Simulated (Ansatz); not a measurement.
# SnTe (F-43m): following an unstable mode, part 3 of 3

Which phase does SnTe (F-43m) fall into along its unstable mode, and how much energy does it gain?

Ansatz 0.2.0; DFT PBEsol, scalar-relativistic, plane waves, PAW; PAW set soft_1.

So far. Step 5 (Energy along the mode, all amplitudes (two of the runs …): The lowest of the steps tried is at 0.32 Å, 7.79 meV/atom below the parent; the bottom of the well need not coincide with a step. Step 7 (The new phase in its own primitive cell): The forces vanish by symmetry and the pressure is 0.000 GPa, within the tolerances set. The cell now holds 31.46 Å³/atom. The relaxed cell has a = 4.304, c = 7.843 Å (conventional setting).

## 8. Modes of the new phase, k-mesh 12×12×6

A relaxed structure may still be a saddle point, so its zone-centre modes are computed. No field response is asked, since the mesh shows no gap.

Input file input.yaml:

```yaml
crystal:
  lattice:
    - [4.3041874885, 0.0, 0.0]
    - [-2.1520937443, 3.7275357077, 0.0]
    - [0.0, 0.0, 7.8429053851]
  atoms:
    - { symbol: Sn, position: [0.0, 0.0, 0.5] }
    - { symbol: Sn, position: [0.0, 0.0, 0.0] }
    - { symbol: Te, position: [0.6666666667, 0.3333333333, 0.25] }
    - { symbol: Te, position: [0.3333333333, 0.6666666667, 0.75] }
kpoints:
  mp_grid: { grid: [12, 12, 6] }
hamiltonian:
  xc: pbesol
  pseudopotentials: { kind: paw, azcp: { folder: soft_1 }, xc_functional: pbe }
scf:
  occupations: { method: methfessel_paxton, width: 0.2 }
output:
  eigenvalues: true
phonons:
  method: dfpt
```

Run with:

```console
> ansatz run input.yaml --threads 4 --pin off --max-ram 10240MiB --backend cpu --events-out ev --progress --plain --runs-dir out
```

Numbers of over 12 decimals in the logs are rounded to 6 here.

Output:

```text
[...]
Crystal: 4 atoms, lattice volume = 125.832 Å³
Basis set: ecut = 420 eV, 2397 PW (Γ), exchange–correlation on 60×60×108 points (8 copies of the dense FFT grid, shifted against one another)
Bands: 36, of which v1, the nominal top of the filled ones, is band 30 counted from 1 (29 counted from 0)
Symmetry: 24 space group operations
k-points: 242 of 864 (irreducible under 2 space group operations, time reversal used)
[...]
SCF iter   1: F=—  HF=-25703.804177 eV  |F-HF|=—  |Δ(HF+E_count)|=         —  Δρ=1.07e-2  dr2=1.58e-1  ethr=3.10e-3  ⟨swp⟩=7.9  Hψ=37478  notcnv=0
[...]
SCF iter  12: F=-25703.782404 eV  HF=-25703.782404 eV  |F-HF|=3.64e-12  |Δ(HF+E_count)|=  2.18e-11  S|Δr|=    0.00e0  Δρ=2.15e-8  dr2=4.42e-13  ethr=1.00e-12  ⟨swp⟩=11.5  Hψ=47106  notcnv=0
SCF 1 converged in 12 iterations: F = -25703.782404 eV  dr2 = 4.42e-13
[...]
DFPT response loops at Γ: preconditioner auto → Kerker (q_TF=auto, 2.411 Å⁻¹) (partly filled bands, converged f_vac=0.009); β = 1.00, the filter's whole step (`scf.mixing.beta` (0.50) is not read by the response loops under this deck's `scf.mixing.preconditioner`; to damp them name `kerker` or `kerker_dos`, under which they read `scf.mixing.beta`, and type it under 1.00, their step now; both keys bind the ground state too); Broyden in place of MSR1
SCF converged after 12 iterations
[...]
Free energy (F): -25703.782404 eV
[...]
Internal energy: -25703.781255 eV  (E = F + TS)
E sigma→0 (E₀):  -25703.782117 eV
Entropy (-TS):   -0.001149 eV (-0.287 meV/atom)
Fermi energy:    9.456706 eV
[...]
--- Band table (eV; the first three rows and the last of 242) ---
  k-point 0: bands = [... 26 lower, 7.6345, 8.0920, 8.0920, 9.5928, 10.5158, 11.2273, 11.2273, 11.6789, ... 2 higher]
  k-point 1: bands = [... 26 lower, 7.6644, 8.0614, 8.0614, 9.3266, 10.7817, 11.2254, 11.2254, 11.6148, ... 2 higher]
  k-point 2: bands = [... 26 lower, 7.7472, 7.9773, 7.9773, 8.8297, 11.2465, 11.2465, 11.2747, 11.4697, ... 2 higher]
  k-point 241: bands = [... 26 lower, 6.2911, 6.2911, 7.9468, 7.9468, 9.6843, 9.6843, 12.4090, 12.4090, ... 2 higher]
--- Phonons (Γ-DFPT): 4 representative perturbations + reference, on 242 of 864 k-points (Σ response iterations 12) ---
  k mesh reduced under 2 symmetry operations, with k and −k counted as one. Each operation leaves every solved perturbation unchanged. A smaller set is not used because it would not reduce the number of displacements times k-points to solve
  ASR residual: 2.155e-4 → 0.000e0 eV/Å²; symmetrization residual: 7.238e-5 eV/Å²
  ASR residual per site (eV/Å²): 1.77e-4 1.77e-4 2.15e-4 2.15e-4
  Γ frequencies (cm⁻¹): 0.00 0.00 0.00 12.78 58.80 58.80 82.27 82.27 87.59 87.59 104.14 135.55
  non-analytic LO–TO correction: not included (Born effective charges unavailable; polar crystals: no LO–TO splitting at Γ)
```

Wall time 71 s (4 threads of Intel Xeon 6975P-C (Granite Rapids), shared host); peak memory 3.2 GiB; 4.4 min of CPU time.

This step gave:

```yaml
sum_rule_residual_before_enforcement: 2.15e-4 eV/Å²
point_group: 6/mmm
highest_optical_mode_at_the_zone_centre_no_lo_to_term: 135.6 cm⁻¹
lowest_optical_zone_centre_mode: 12.78 cm⁻¹
```

Patterns of degenerate modes are one choice out of their space. Modes at Γ, with each element's share of the kinetic energy:

```csv
mode,frequency (cm⁻¹),symmetry,Sn %,Te %
1,0.0,acoustic,48,52
2,0.0,acoustic,48,52
3,0.0,acoustic,48,52
4,12.8,A2u,52,48
5,58.8,E2u,100,0
6,58.8,E2u,100,0
7,82.3,E1u,52,48
8,82.3,E1u,52,48
9,87.6,E2g,0,100
10,87.6,E2g,0,100
11,104.1,B1g,0,100
12,135.6,B2u,100,0
```

Displacements in mode 4 (12.8 cm⁻¹), the largest set to 1:
```
Sn1  0.00  0.00  1.00
Sn2  0.00  0.00  1.00
Te3  0.00  0.00 -0.93
Te4  0.00  0.00 -0.93
```

Displacements in mode 12 (135.6 cm⁻¹), the largest set to 1:
```
Sn1  0.00  0.00 -1.00
Sn2  0.00  0.00  1.00
Te3  0.00  0.00  0.00
Te4  0.00  0.00  0.00
```

Before it was imposed, the acoustic sum rule was missed by 2.2e-4 eV/Å². Small misses are needed for a sound result but don't prove that mesh and cutoff are converged. The lowest optical mode is real, 12.8 cm⁻¹.

## 9. Results

* unstable mode of the parent: q = (0, -0.5, -0.5), 36i cm⁻¹
* depth at the lowest point sampled: 7.79 meV/atom
* largest atomic shift at that point: 0.32 Å
* space group reached (within 0.01 Å): P6_3/mmc
* energy gained over the parent (first relaxation, on the mesh of the frozen mode): 299 meV/atom
* volume per atom, phase reached: 31.5 Å³
* lowest optical zone-centre mode, phase reached: 12.8 cm⁻¹
* highest optical mode at the zone centre (no LO-TO term), phase reached: 136 cm⁻¹

**Reading.** Along this mode the structure falls into P6_3/mmc, 299 meV/atom below the parent. At the parent's cell the well is 7.788 meV/atom deep on the steps tried, with its lowest point at a shift of 0.32 Å. Relaxing atoms and cell changes the gain by +290.90 meV/atom against the lowest step (energies at zero smearing). Most of the total comes from this relaxation. The new phase has no imaginary mode at the zone centre of its cell; other wavevectors were not checked. Of the 4 patterns followed to their end from this parent, this one reaches the lowest energy. Each path keeps the symmetry of its pattern, so a lower phase may lie along a pattern not tried. With no gap, or one that is small against the smearing, the frequencies hang on the k mesh and the smearing, most of all near Kohn anomalies. A semilocal functional can close a gap that the real compound would have, so the metallic treatment may be an artefact of the level. An optical mode within 15 cm⁻¹ of zero is at the mercy of small errors in the force constants, and even its sign is uncertain. Spin-orbit coupling is left out, which can matter for the heavy elements here. The PAW files were made for PBE and serve the other functionals too. A phonon run warned that its eigensolver left some bands unconverged in a pass.

[Logs are printed without paths, hosts, clocks, repeated set-up lines and the standing remarks that a program may print on its own settings, such as how far it seeks lower states.]

[Hosts, paths, dates, database ids (printed as entryN), source tags and the programs' standing remarks are cut or masked in the printed files.]
